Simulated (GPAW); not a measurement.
The system is Sb.

```
Sb
1.0
     3.16000    0.00000    0.00000
     0.00000    3.16000    0.00000
     0.00000    0.00000    3.16000
Sb
1
Direct
  0.00000 0.00000 0.00000
```

This isn't the form of Sb at room conditions, which is rhombohedral.

Base run:

```yaml
Program: GPAW 26.7.0
Functional: revTPSS
Potentials_or_basis: GPAW PAW data sets (gpaw-data 1.2.1)
Cutoff: 600 eV
Basis: pw
k_mesh: 8 × 8 × 8
Occupations: fermi-dirac, width 0.05 eV
Spin: spin-orbit coupling, no magnetisation
```

Its results: pressure -4.5 GPa.

Problem. The run is repeated on the same cell with these changes: functional from revTPSS to M06-L; spin axis theta (degrees) from 90 to 0. What comes out?

Solution. Pressure -0.1 GPa.

Caveats: spin-orbit coupling was added after a scalar SCF, so levels and gaps hold it while energy, forces, pressure and moments don't; the PAW data sets were made with another functional, which shifts forces and pressure a little.
